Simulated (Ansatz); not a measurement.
# Germanium, ST12 under BLYP: structure and ground-state energy

Aim: take germanium in the ST12 structure, relax it, then solve it on a dense k-mesh. Spin polarisation is left out. The k-meshes are 3×3×3 for the relaxation; 5×5×4 for the dense run. It starts from a deposited cell (COD).

Program: Ansatz 0.2.0. Level of theory: DFT BLYP, plane waves (420 eV) with PAW, scalar-relativistic; the PAW data stem from PBE, with regenerated cores. These are calculated values, not measurements.

**1. Starting point**

Symmetry: P4_32_12, No. 96, tetragonal system. The conventional cell has a = 5.930 Å, b = 5.930 Å, c = 6.980 Å, α = 90.00°, β = 90.00°, γ = 90.00°. Ge (site symmetry 2) is surrounded by 4 Ge at 2.48 to 2.49 Å. Ge (site symmetry 1) has 4 Ge at 2.48 to 2.49 Å as nearest neighbours.

Structure file:

```
Ge
1.0
     5.93000    0.00000    0.00000
     0.00000    5.93000    0.00000
     0.00000    0.00000    6.98000
Ge
12
Direct
  0.09120 0.09120 0.00000
  0.40880 0.59120 0.75000
  0.90880 0.90880 0.50000
  0.59120 0.40880 0.25000
  0.17300 0.37840 0.24860
  0.12160 0.67300 0.99860
  0.82700 0.62160 0.74860
  0.87840 0.32700 0.49860
  0.67300 0.12160 0.00140
  0.62160 0.82700 0.25140
  0.32700 0.87840 0.50140
  0.37840 0.17300 0.75140
```

**2. Relaxation of the cell**

Input file input.yaml:

```yaml
crystal:
  lattice:
    - [5.93, 0.0, 0.0]
    - [0.0, 5.93, 0.0]
    - [0.0, 0.0, 6.98]
  atoms:
    - { symbol: Ge, position: [0.0912, 0.0912, 0.0] }
    - { symbol: Ge, position: [0.4088, 0.5912, 0.75] }
    - { symbol: Ge, position: [0.9088, 0.9088, 0.5] }
    - { symbol: Ge, position: [0.5912, 0.4088, 0.25] }
    - { symbol: Ge, position: [0.173, 0.3784, 0.2486] }
    - { symbol: Ge, position: [0.1216, 0.673, 0.9986] }
    - { symbol: Ge, position: [0.827, 0.6216, 0.7486] }
    - { symbol: Ge, position: [0.8784, 0.327, 0.4986] }
    - { symbol: Ge, position: [0.673, 0.1216, 0.0014] }
    - { symbol: Ge, position: [0.6216, 0.827, 0.2514] }
    - { symbol: Ge, position: [0.327, 0.8784, 0.5014] }
    - { symbol: Ge, position: [0.3784, 0.173, 0.7514] }
hamiltonian:
  xc: blyp
  pseudopotentials:
    kind: paw
    azcp:
      Ge: "pseudopotentials/Ge.paw.azcp"
basis:
  ecutwfc: 420
  fft_grid_basis: typed
kpoints:
  mp_grid: { grid: [3, 3, 3], shift: [0, 0, 0] }
magnetization:
  spin_polarized: false
scf:
  occupations: { method: fermi_dirac, width: 0.05 }
relax:
  max_steps: 60
  f_tol: 0.01
  cell: {}
```

Launch:

```bash
> ansatz run input.yaml --threads 4 --pin off --max-ram 8192MiB --backend cpu --events-out ev --progress --plain --runs-dir out
```

Output:

```text
Warning: RAYON_NUM_THREADS=4 ignored (pool sized by the plan → 4); use --threads N
Engine: ansatz 0.2.0, aarch64-unknown-linux-gnu
Pseudopotentials: kind: paw
Pseudopotential: Ge, paw, valence charge 14, recommended cutoff 420 eV (normal), <dir>
Functional definition: BLYP
  parameter beta = 0.0042
  parameter a = 0.04918
  parameter b = 0.132
  parameter c = 0.2533
  parameter d = 0.349
  exchange = b88_x(beta = beta)
  correlation = lyp_c(a = a, b = b, c = c, d = d)
Crystal: 12 atoms, lattice volume = 245.451 Å³
Basis set: ecut = 420 eV, 4783 PW (Γ), exchange–correlation on 80×80×96 points (8 copies of the dense FFT grid, shifted against one another)
Bands: 101, of which v1, the nominal top of the filled ones, is band 84 counted from 1 (83 counted from 0)
Symmetry: 8 space group operations
Space group: P43212 (ITA 96), of the structure as read, at distance tolerance 6.3e-5 Å
k-points: 6 of 27
Non-local potential: Ge, projectors of the file, l = 0: 2, l = 1: 2, l = 2: 3, l = 3: 1
PAW form: soft (Blöchl's): semilocal exchange-correlation on the pseudo side does not see the compensation charge
PAW frozen core: Ge, regenerated for the run's functional, and the local potential with it (the file was generated under x = pbe(κ = 0.804, μ = 0.2195149727645171), c = pbe(β = 0.06672455060314922))
PAW one-centre angular grid: Ge, 590 points (default); XC on 64 Gauss nodes
Initial density: superposition of atomic densities (neutral atoms: chi_scale 0, normalization atom), corrected by the library's trained network
Initial wavefunctions: pseudopotential atomic-orbital guess
Functional: x = b88, c = lyp
SCF iter   1: F=—  HF=-51659.310388 eV  |F-HF|=—  |Δ(HF+E_count)|=         —  Δρ=7.27e-3  dr2=1.59e-1  ethr=1.77e-3  ⟨swp⟩=5.8  Hψ=2145  notcnv=0  defer=3
preconditioner: auto → Resta (q_TF=auto, 2.561 Å⁻¹)  ε∞=2.9  [insulator: Δε(μ)=0.497 eV  Ē_g=22.568 eV  σ=0.050 eV  W_gap=0.99  n_scr=80 (ndim 8)  ℏωp=30.7 eV  f_vac=0.000  D(μ)=0.10/eV (n_scr^D=0)  ε∞_Penn≈2.9]
SCF iter   2: F=—  HF=-51659.266464 eV  |F-HF|=—  |Δ(HF+E_count)|=   4.39e-2  Δρ=4.38e-3  dr2=5.40e-2  ethr=9.48e-5  ⟨swp⟩=1.0  Hψ=702  notcnv=0  defer=12
SCF iter   3: F=—  HF=-51659.253581 eV  |F-HF|=—  |Δ(HF+E_count)|=   1.29e-2  Δρ=1.43e-3  dr2=2.41e-3  ethr=3.21e-5  ⟨swp⟩=2.0  Hψ=1104  notcnv=0  defer=12
SCF iter   4: F=—  HF=-51659.249863 eV  |F-HF|=—  |Δ(HF+E_count)|=   3.72e-3  Δρ=5.82e-4  dr2=3.49e-4  ethr=1.44e-6  ⟨swp⟩=2.0  Hψ=1056  notcnv=0  defer=12
SCF iter   5: F=—  HF=-51659.249908 eV  |F-HF|=—  |Δ(HF+E_count)|=   4.46e-5  Δρ=2.80e-4  dr2=8.51e-5  ethr=2.08e-7  ⟨swp⟩=2.0  Hψ=1056  notcnv=0  defer=12
SCF iter   6: F=—  HF=-51659.249762 eV  |F-HF|=—  |Δ(HF+E_count)|=   1.46e-4  Δρ=1.21e-4  dr2=1.60e-5  ethr=5.06e-8  ⟨swp⟩=2.0  Hψ=933  notcnv=0  defer=12
SCF iter   7: F=—  HF=-51659.249724 eV  |F-HF|=—  |Δ(HF+E_count)|=   3.79e-5  Δρ=3.21e-5  dr2=1.25e-6  ethr=9.52e-9  ⟨swp⟩=2.0  Hψ=1056  notcnv=0  defer=12
SCF iter   8: F=-51659.249723 eV  HF=-51659.249723 eV  |F-HF|=4.57e-8  |Δ(HF+E_count)|=   1.51e-6  Δρ=4.98e-6  dr2=2.42e-8  ethr=5.95e-11  ⟨swp⟩=2.7  Hψ=2199  notcnv=0
SCF 1 converged in 8 iterations: F = -51659.249723 eV  dr2 = 2.42e-8
relax step   1: F+E_penalty+E_count = -51659.24972262 eV  Δ(F+E_penalty+E_count) = +0.000e0 eV  max|allowed force component| = 2.905e-1 eV/Å  Δτ_max = 0.0000 Å  P = +8.760 GPa  Ω = 245.451 Å³  (8 SCF iters, dr2 threshold 1.00e-7 eV, accepted)
Crystal: 12 atoms, lattice volume = 274.541 Å³
Basis set: ecut = 420 eV, 5357 PW (Γ), exchange–correlation on 80×80×96 points (8 copies of the dense FFT grid, shifted against one another)
Initial density: handed on by an earlier stage of this run
Initial wavefunctions: those handed on with the density
iter 1 solved again at ethr=4.86e-5 eV; its pass at ethr=3.10e-3 eV (dr2=8.16e-2 eV) is discarded
SCF iter   1: F=—  HF=-51660.085180 eV  |F-HF|=—  |Δ(HF+E_count)|=         —  Δρ=6.01e-3  dr2=8.25e-2  ethr=4.86e-5  ⟨swp⟩=2.5  Hψ=2575  notcnv=0
preconditioner: auto → LDOS  [insulator: Δε(μ)=0.216 eV  Ē_g=22.108 eV  σ=0.050 eV  W_gap=0.79  n_scr=80 (ndim 8)  ℏωp=29.0 eV  f_vac=0.011  D(μ)=1.41/eV (n_scr^D=2)  ε∞_Penn≈2.7  β→1.0]
SCF iter   2: F=—  HF=-51660.087348 eV  |F-HF|=—  |Δ(HF+E_count)|=   2.17e-3  Δρ=1.04e-3  dr2=4.03e-3  ethr=4.86e-5  ⟨swp⟩=2.0  Hψ=852  notcnv=0
preconditioner: auto → Resta (q_TF=auto, 2.514 Å⁻¹)  ε∞=2.7  [insulator: Δε(μ)=0.197 eV  Ē_g=22.108 eV  σ=0.050 eV  W_gap=0.75  n_scr=80 (ndim 8)  ℏωp=29.0 eV  f_vac=0.002  D(μ)=1.65/eV (n_scr^D=6)  ε∞_Penn≈2.7  β→0.5]
SCF iter   3: F=—  HF=-51660.086054 eV  |F-HF|=—  |Δ(HF+E_count)|=   1.29e-3  Δρ=3.40e-4  dr2=2.26e-4  ethr=2.40e-6  ⟨swp⟩=3.0  Hψ=1111  notcnv=0
SCF iter   4: F=—  HF=-51660.086050 eV  |F-HF|=—  |Δ(HF+E_count)|=   4.11e-6  Δρ=1.26e-4  dr2=4.26e-5  ethr=1.35e-7  ⟨swp⟩=2.0  Hψ=1111  notcnv=0
SCF iter   5: F=—  HF=-51660.086025 eV  |F-HF|=—  |Δ(HF+E_count)|=   2.52e-5  Δρ=3.67e-5  dr2=2.07e-6  ethr=2.53e-8  ⟨swp⟩=2.0  Hψ=1111  notcnv=0
SCF iter   6: F=-51660.086028 eV  HF=-51660.086028 eV  |F-HF|=1.27e-7  |Δ(HF+E_count)|=   2.88e-6  Δρ=5.99e-6  dr2=7.82e-8  ethr=7.14e-10  ⟨swp⟩=4.0  Hψ=1784  notcnv=0
SCF 2 converged in 6 iterations: F = -51660.086028 eV  dr2 = 7.82e-8
relax step   2: F+E_penalty+E_count = -51660.08602790 eV  Δ(F+E_penalty+E_count) = -8.363e-1 eV  max|allowed force component| = 1.071e-1 eV/Å  Δτ_max = 0.0546 Å  P = +1.570 GPa  Ω = 274.541 Å³  energy of the carried Pulay correction = -6.127e-3 eV  (6 SCF iters, dr2 threshold 1.20e-6 eV, accepted)
Crystal: 12 atoms, lattice volume = 280.799 Å³
Basis set: ecut = 420 eV, 5469 PW (Γ), exchange–correlation on 80×80×96 points (8 copies of the dense FFT grid, shifted against one another)
iter 1 solved again at ethr=3.94e-6 eV; its pass at ethr=3.10e-3 eV (dr2=6.62e-3 eV) is discarded
SCF iter   1: F=—  HF=-51660.137647 eV  |F-HF|=—  |Δ(HF+E_count)|=         —  Δρ=1.67e-3  dr2=6.64e-3  ethr=3.94e-6  ⟨swp⟩=2.3  Hψ=2891  notcnv=0
preconditioner: auto → Resta (q_TF=auto, 2.504 Å⁻¹)  ε∞=2.7  [insulator: Δε(μ)=0.260 eV  Ē_g=22.018 eV  σ=0.050 eV  W_gap=0.86  n_scr=80 (ndim 8)  ℏωp=28.7 eV  f_vac=0.006  D(μ)=0.97/eV (n_scr^D=0)  ε∞_Penn≈2.7]
SCF iter   2: F=—  HF=-51660.137301 eV  |F-HF|=—  |Δ(HF+E_count)|=   3.46e-4  Δρ=9.43e-4  dr2=2.12e-3  ethr=3.94e-6  ⟨swp⟩=1.0  Hψ=606  notcnv=0
SCF iter   3: F=—  HF=-51660.137378 eV  |F-HF|=—  |Δ(HF+E_count)|=   7.67e-5  Δρ=1.11e-4  dr2=3.78e-5  ethr=1.26e-6  ⟨swp⟩=2.0  Hψ=747  notcnv=0
SCF iter   4: F=—  HF=-51660.137257 eV  |F-HF|=—  |Δ(HF+E_count)|=   1.21e-4  Δρ=4.83e-5  dr2=6.39e-6  ethr=2.25e-8  ⟨swp⟩=2.0  Hψ=1111  notcnv=0
SCF iter   5: F=-51660.137256 eV  HF=-51660.137255 eV  |F-HF|=7.75e-7  |Δ(HF+E_count)|=   1.85e-6  Δρ=1.60e-5  dr2=5.39e-7  ethr=7.14e-10  ⟨swp⟩=4.0  Hψ=2144  notcnv=0
SCF 3 converged in 5 iterations: F = -51660.137256 eV  dr2 = 5.39e-7
relax step   3: F+E_penalty+E_count = -51660.13725588 eV  Δ(F+E_penalty+E_count) = -5.123e-2 eV  max|allowed force component| = 3.117e-2 eV/Å  Δτ_max = 0.0240 Å  P = +0.360 GPa  Ω = 280.799 Å³  energy of the carried Pulay correction = -7.357e-3 eV  (5 SCF iters, dr2 threshold 1.20e-6 eV, accepted)
Crystal: 12 atoms, lattice volume = 282.946 Å³
Basis set: ecut = 420 eV, 5493 PW (Γ), exchange–correlation on 80×80×96 points (8 copies of the dense FFT grid, shifted against one another)
iter 1 solved again at ethr=2.93e-7 eV; its pass at ethr=3.10e-3 eV (dr2=4.92e-4 eV) is discarded
SCF iter   1: F=—  HF=-51660.140848 eV  |F-HF|=—  |Δ(HF+E_count)|=         —  Δρ=4.51e-4  dr2=5.03e-4  ethr=2.93e-7  ⟨swp⟩=3.2  Hψ=3012  notcnv=0
preconditioner: auto → Resta (q_TF=auto, 2.501 Å⁻¹)  ε∞=2.7  [insulator: Δε(μ)=0.241 eV  Ē_g=21.992 eV  σ=0.050 eV  W_gap=0.83  n_scr=80 (ndim 8)  ℏωp=28.6 eV  f_vac=0.005  D(μ)=1.21/eV (n_scr^D=2)  ε∞_Penn≈2.7]
SCF iter   2: F=—  HF=-51660.140826 eV  |F-HF|=—  |Δ(HF+E_count)|=   2.22e-5  Δρ=2.57e-4  dr2=1.67e-4  ethr=2.93e-7  ⟨swp⟩=1.0  Hψ=606  notcnv=0
SCF iter   3: F=—  HF=-51660.140658 eV  |F-HF|=—  |Δ(HF+E_count)|=   1.68e-4  Δρ=2.82e-5  dr2=2.10e-6  ethr=9.95e-8  ⟨swp⟩=2.0  Hψ=749  notcnv=0
SCF iter   4: F=—  HF=-51660.140659 eV  |F-HF|=—  |Δ(HF+E_count)|=   1.02e-6  Δρ=1.19e-5  dr2=3.31e-7  ethr=2.83e-10  ⟨swp⟩=4.0  Hψ=2144  notcnv=0
SCF iter   5: F=-51660.140659 eV  HF=-51660.140659 eV  |F-HF|=3.21e-8  |Δ(HF+E_count)|=   1.29e-7  Δρ=3.62e-6  dr2=2.93e-8  ethr=1.97e-10  ⟨swp⟩=4.0  Hψ=1835  notcnv=0
SCF 4 converged in 5 iterations: F = -51660.140659 eV  dr2 = 2.93e-8
relax step   4: F+E_penalty+E_count = -51660.14065938 eV  Δ(F+E_penalty+E_count) = -3.404e-3 eV  max|allowed force component| = 8.308e-3 eV/Å  Δτ_max = 0.0065 Å  P = -0.015 GPa  Ω = 282.946 Å³  energy of the carried Pulay correction = -7.773e-3 eV  (5 SCF iters, dr2 threshold 4.75e-7 eV, accepted)
Basis set: ecut = 420 eV, 5493 PW (Γ), exchange–correlation on 90×90×100 points (8 copies of the dense FFT grid, shifted against one another)
Initial wavefunctions: pseudopotential atomic-orbital guess (no wavefunctions were taken with the density)
iter 1 solved again at ethr=6.35e-7 eV; its pass at ethr=3.10e-3 eV (dr2=1.07e-3 eV) is discarded
SCF iter   1: F=—  HF=-51659.699180 eV  |F-HF|=—  |Δ(HF+E_count)|=         —  Δρ=3.10e-3  dr2=6.75e-4  ethr=6.35e-7  ⟨swp⟩=2.2  Hψ=3429  notcnv=0
preconditioner: auto → Resta (q_TF=auto, 2.501 Å⁻¹)  ε∞=2.7  [insulator: Δε(μ)=0.240 eV  Ē_g=22.000 eV  σ=0.050 eV  W_gap=0.83  n_scr=80 (ndim 8)  ℏωp=28.6 eV  f_vac=0.004  D(μ)=1.24/eV (n_scr^D=2)  ε∞_Penn≈2.7]
SCF iter   2: F=—  HF=-51660.018843 eV  |F-HF|=—  |Δ(HF+E_count)|=   3.20e-1  Δρ=1.56e-3  dr2=1.55e-4  ethr=4.02e-7  ⟨swp⟩=2.0  Hψ=850  notcnv=0
SCF iter   3: F=—  HF=-51660.151819 eV  |F-HF|=—  |Δ(HF+E_count)|=   1.33e-1  Δρ=2.23e-4  dr2=8.19e-6  ethr=9.24e-8  ⟨swp⟩=2.0  Hψ=1161  notcnv=0
SCF iter   4: F=—  HF=-51660.154417 eV  |F-HF|=—  |Δ(HF+E_count)|=   2.60e-3  Δρ=3.90e-5  dr2=1.17e-6  ethr=4.88e-9  ⟨swp⟩=2.0  Hψ=1111  notcnv=0
SCF iter   5: F=—  HF=-51660.154487 eV  |F-HF|=—  |Δ(HF+E_count)|=   7.01e-5  Δρ=8.33e-6  dr2=1.03e-7  ethr=6.93e-10  ⟨swp⟩=3.0  Hψ=1111  notcnv=0
SCF iter   6: F=—  HF=-51660.154489 eV  |F-HF|=—  |Δ(HF+E_count)|=   2.17e-6  Δρ=1.79e-6  dr2=7.04e-9  ethr=6.12e-11  ⟨swp⟩=2.0  Hψ=751  notcnv=0
SCF iter   7: F=—  HF=-51660.154489 eV  |F-HF|=—  |Δ(HF+E_count)|=   3.99e-8  Δρ=5.76e-7  dr2=8.26e-10  ethr=4.19e-12  ⟨swp⟩=2.0  Hψ=1111  notcnv=0
SCF iter   8: F=—  HF=-51660.154489 eV  |F-HF|=—  |Δ(HF+E_count)|=   1.19e-9  Δρ=2.11e-7  dr2=2.32e-10  ethr=1.00e-12  ⟨swp⟩=4.0  Hψ=2118  notcnv=0
SCF iter   9: F=-51660.154489 eV  HF=-51660.154489 eV  |F-HF|=1.46e-11  |Δ(HF+E_count)|=  5.09e-11  Δρ=4.30e-8  dr2=4.85e-12  ethr=1.00e-12  ⟨swp⟩=4.0  Hψ=1783  notcnv=0
SCF 5 converged in 9 iterations: F = -51660.154489 eV  dr2 = 4.85e-12
relax step   5: F+E_penalty+E_count = -51660.15448931 eV  Δ(F+E_penalty+E_count) = -1.383e-2 eV  max|allowed force component| = 8.211e-3 eV/Å  Δτ_max = 0.0000 Å  P = +0.073 GPa  Ω = 282.946 Å³  stress off target by 1.73e-1 GPa  SCF on the basis re-selected at this cell (its energy is not comparable with the rows above)  (9 SCF iters)
basis re-selected at this cell: Δ(F+E_penalty+E_count) = -1.383e-2 eV, ΔP = +0.088 GPa vs the last step (what re-selecting the basis moved, of the pressure what is left beyond the Pulay correction that the steps carried, after the strain that the cell walked since its last selection, with what the two solves' SCF thresholds leave and, on support functions, any second-order correction that the steps lacked; it is no measure of the basis error at this ecutwfc). The dense FFT grid was sized anew with the basis: this SCF ran on 45×45×50 points, the steps before it on 40×40×48, so part of this shift can come from that change (see relax.cell in the input reference). This SCF's stress stands 1.73e-1 GPa from its target on what of the cell is left free (relax.cell.stress_tol is 5.00e-2 GPa) and its largest allowed force component is 8.21e-3 eV/Å (relax.f_tol is 1.00e-2 eV/Å): not within both, so this SCF does not close the relaxation
Crystal: 12 atoms, lattice volume = 283.501 Å³
iter 1 solved again at ethr=4.47e-8 eV; its pass at ethr=3.10e-3 eV (dr2=7.51e-5 eV) is discarded
SCF iter   1: F=—  HF=-51660.154934 eV  |F-HF|=—  |Δ(HF+E_count)|=         —  Δρ=1.64e-4  dr2=7.54e-5  ethr=4.47e-8  ⟨swp⟩=2.7  Hψ=2316  notcnv=0
preconditioner: auto → Resta (q_TF=auto, 2.500 Å⁻¹)  ε∞=2.7  [insulator: Δε(μ)=0.244 eV  Ē_g=21.986 eV  σ=0.050 eV  W_gap=0.83  n_scr=80 (ndim 8)  ℏωp=28.6 eV  f_vac=0.003  D(μ)=1.16/eV (n_scr^D=2)  ε∞_Penn≈2.7]
SCF iter   2: F=—  HF=-51660.154934 eV  |F-HF|=—  |Δ(HF+E_count)|=   3.45e-7  Δρ=8.93e-5  dr2=1.70e-5  ethr=4.47e-8  ⟨swp⟩=2.0  Hψ=683  notcnv=0
SCF iter   3: F=—  HF=-51660.154844 eV  |F-HF|=—  |Δ(HF+E_count)|=   9.03e-5  Δρ=2.39e-5  dr2=1.67e-6  ethr=1.01e-8  ⟨swp⟩=2.3  Hψ=955  notcnv=0
SCF iter   4: F=—  HF=-51660.154844 eV  |F-HF|=—  |Δ(HF+E_count)|=   1.02e-7  Δρ=6.51e-6  dr2=1.17e-7  ethr=9.95e-10  ⟨swp⟩=2.0  Hψ=1111  notcnv=0
SCF iter   5: F=-51660.154844 eV  HF=-51660.154844 eV  |F-HF|=9.81e-9  |Δ(HF+E_count)|=  5.17e-10  Δρ=2.05e-6  dr2=8.46e-9  ethr=4.45e-11  ⟨swp⟩=4.0  Hψ=1783  notcnv=0
SCF 6 converged in 5 iterations: F = -51660.154844 eV  dr2 = 8.46e-9
relax step   6: F+E_penalty+E_count = -51660.15484408 eV  Δ(F+E_penalty+E_count) = -3.548e-4 eV  max|allowed force component| = 1.830e-3 eV/Å  Δτ_max = 0.0025 Å  P = +0.005 GPa  Ω = 283.501 Å³  energy of the carried Pulay correction = -9.808e-5 eV  (5 SCF iters, dr2 threshold 7.47e-8 eV, accepted)
iter 1 solved again at ethr=1.08e-8 eV; its pass at ethr=3.10e-3 eV (dr2=1.82e-5 eV) is discarded
SCF iter   1: F=—  HF=-51660.153143 eV  |F-HF|=—  |Δ(HF+E_count)|=         —  Δρ=1.37e-4  dr2=1.10e-6  ethr=1.08e-8  ⟨swp⟩=4.0  Hψ=3925  notcnv=0
SCF iter   2: F=—  HF=-51660.154452 eV  |F-HF|=—  |Δ(HF+E_count)|=   1.31e-3  Δρ=6.91e-5  dr2=2.82e-7  ethr=6.57e-10  ⟨swp⟩=2.0  Hψ=750  notcnv=0
SCF iter   3: F=—  HF=-51660.154932 eV  |F-HF|=—  |Δ(HF+E_count)|=   4.79e-4  Δρ=5.73e-7  dr2=3.84e-10  ethr=1.68e-10  ⟨swp⟩=2.0  Hψ=751  notcnv=0
SCF iter   4: F=-51660.154932 eV  HF=-51660.154932 eV  |F-HF|=8.15e-10  |Δ(HF+E_count)|=   1.91e-8  Δρ=2.36e-7  dr2=1.06e-10  ethr=1.00e-12  ⟨swp⟩=4.0  Hψ=1789  notcnv=0
SCF 7 converged in 4 iterations: F = -51660.154932 eV  dr2 = 1.06e-10
relax step   7: F+E_penalty+E_count = -51660.15493177 eV  Δ(F+E_penalty+E_count) = -8.768e-5 eV  max|allowed force component| = 1.834e-3 eV/Å  Δτ_max = 0.0000 Å  P = +0.005 GPa  Ω = 283.501 Å³  stress off target by 2.00e-2 GPa  SCF on the basis re-selected at this cell (its energy is not comparable with the rows above)  (4 SCF iters)
basis re-selected at this cell: Δ(F+E_penalty+E_count) = -8.768e-5 eV, ΔP = -0.000 GPa vs the last step (what re-selecting the basis moved, of the pressure what is left beyond the Pulay correction that the steps carried, after the strain that the cell walked since its last selection, with what the two solves' SCF thresholds leave and, on support functions, any second-order correction that the steps lacked; it is no measure of the basis error at this ecutwfc). This SCF's stress stands 2.00e-2 GPa from its target on what of the cell is left free (relax.cell.stress_tol is 5.00e-2 GPa) and its largest allowed force component is 1.83e-3 eV/Å (relax.f_tol is 1.00e-2 eV/Å): within both
SCF converged after 4 iterations
Free energy (F): -51660.154932 eV
Harris-Foulkes:  -51660.154932 eV  (|F-HF|=8.15e-10)
Internal energy: -51660.143268 eV  (E = F + TS)
E sigma→0 (E₀):  -51660.149100 eV
Entropy (-TS):   -0.011663 eV (-0.972 meV/atom)
Fermi energy:    7.902055 eV
--- Per-component energies (eV) ---
  E_band       = -1808.478237
  E_kinetic    = 1327.465655
  E_local      = -29224.078547  (includes V_loc(G=0)·N_el)
  E_nonlocal   = 4950.419440
  E_hartree    = 12798.007360
  E_xc         = -888.151453
  E_vxc        = -745.738142  (∫ρ·V_xc dr)
  E_paw        = -24358.636946  (= ΣΔE_a)
  E_vpaw       = -3712.563878  (= ΣTr[D̂ρ^β])
  E_aug_tail   = 0.003373  (compensation charges beyond the density's cutoff)
  E_ewald      = -16266.500167
  E_core_change = 1.328019  (= ΣΔE_core)
  E_smearing   = -0.011663  (= −TS)
  E_closure    = -0.000000  (closes the sum)
  Σ components = -51660.154932   (vs F -51660.154932, Δ=0.00e0)
--- Forces (eV/Å), atoms counted from 1 ---
  atom   1  Ge     0.00011173     0.00011173    -0.00000000
  atom   2  Ge    -0.00011173     0.00011173     0.00000000
  atom   3  Ge    -0.00011173    -0.00011173    -0.00000000
  atom   4  Ge     0.00011173    -0.00011173     0.00000000
  atom   5  Ge     0.00183407    -0.00067705    -0.00094104
  atom   6  Ge     0.00067705     0.00183407    -0.00094104
  atom   7  Ge    -0.00183407     0.00067705    -0.00094104
  atom   8  Ge    -0.00067705    -0.00183407    -0.00094104
  atom   9  Ge     0.00183407     0.00067705     0.00094104
  atom  10  Ge     0.00067705    -0.00183407     0.00094104
  atom  11  Ge    -0.00183407    -0.00067705     0.00094104
  atom  12  Ge    -0.00067705     0.00183407     0.00094104
  max |Σ_I F_I| component: 7.63e-17 eV/Å
--- Stress (GPa, compression-positive) ---
       -0.002980      -0.000000       0.000000
       -0.000000      -0.002980       0.000000
        0.000000       0.000000       0.020018
  P = ⅓ Tr σ = 0.0047 GPa (0.047 kbar)
--- Relaxed structure (5 steps of the walk, 5 accepted, 2 SCFs on fresh bases) ---
  F+E_penalty+E_count = -51660.15493177 eV   max|allowed force component| = 1.834e-3 eV/Å   (the final SCF, on the basis selected at the relaxed cell)
  cell:  # Å, volume = 283.5012 Å³
    - [6.160342329015615, -1.2312436831476232e-33, -1.7957614421723456e-17]
    - [-4.514560171541285e-33, 6.160342329015615, -9.120323578871283e-34]
    - [-2.1137293197913952e-17, -1.0735220671251528e-33, 7.470423175916994]
  atoms:
    - { symbol: Ge, position: [0.08475673626569583, 0.08475673626569583, -2.1517481056425083e-20] }
    - { symbol: Ge, position: [0.41524326373430415, 0.5847567362656957, 0.7499999999999999] }
    - { symbol: Ge, position: [0.9152432637343041, 0.9152432637343041, 0.49999999999999994] }
    - { symbol: Ge, position: [0.5847567362656957, 0.41524326373430415, 0.24999999999999997] }
    - { symbol: Ge, position: [0.1686261776033959, 0.3732410246647004, 0.24356011395024493] }
    - { symbol: Ge, position: [0.1267589753352995, 0.6686261776033959, 0.9935601139502451] }
    - { symbol: Ge, position: [0.831373822396604, 0.6267589753352996, 0.743560113950245] }
    - { symbol: Ge, position: [0.8732410246647004, 0.33137382239660407, 0.49356011395024496] }
    - { symbol: Ge, position: [0.6686261776033959, 0.1267589753352995, 0.006439886049755025] }
    - { symbol: Ge, position: [0.6267589753352996, 0.831373822396604, 0.25643988604975504] }
    - { symbol: Ge, position: [0.33137382239660407, 0.8732410246647004, 0.506439886049755] }
    - { symbol: Ge, position: [0.3732410246647004, 0.1686261776033959, 0.756439886049755] }
```

Run time: 29 s. Hardware: 4 threads of Arm Neoverse V1, shared host; peak memory 0.83 GiB.

Step by step:

| step | energy change (meV/atom) | largest force (eV/Å) | pressure (GPa) | volume (Å³/atom) |
| --- | --- | --- | --- | --- |
| 1 | 0.00 | 0.2905 | 8.76 | 20.454 |
| 2 | -69.69 | 0.1071 | 1.57 | 22.878 |
| 3 | -73.96 | 0.0312 | 0.36 | 23.400 |
| 4 | -74.24 | 0.0083 | -0.02 | 23.579 |
| 5 | -75.40 | 0.0082 | 0.07 | 23.579 |
| 6 | -75.43 | 0.0018 | 0.01 | 23.625 |
| 7 | -75.43 | 0.0018 | 0.00 | 23.625 |

Steps that repeat a cell are solved on a basis chosen anew, so their changes of energy are no gain of the relaxation.

The cell of the run, before and after:

|  | before | after | change |
| --- | --- | --- | --- |
| a (Å) | 5.930 | 6.160 | +3.9 % |
| b (Å) | 5.930 | 6.160 | +3.9 % |
| c (Å) | 6.980 | 7.470 | +7.0 % |
| volume (Å³/atom) | 20.454 | 23.625 | +15.5 % |
| shortest distance (Å) | 2.479 | 2.577 | +3.9 % |
| space group (spins left aside) | P4_32_12 | P4_32_12 | same |

(Part 1 of 2 ends here.)
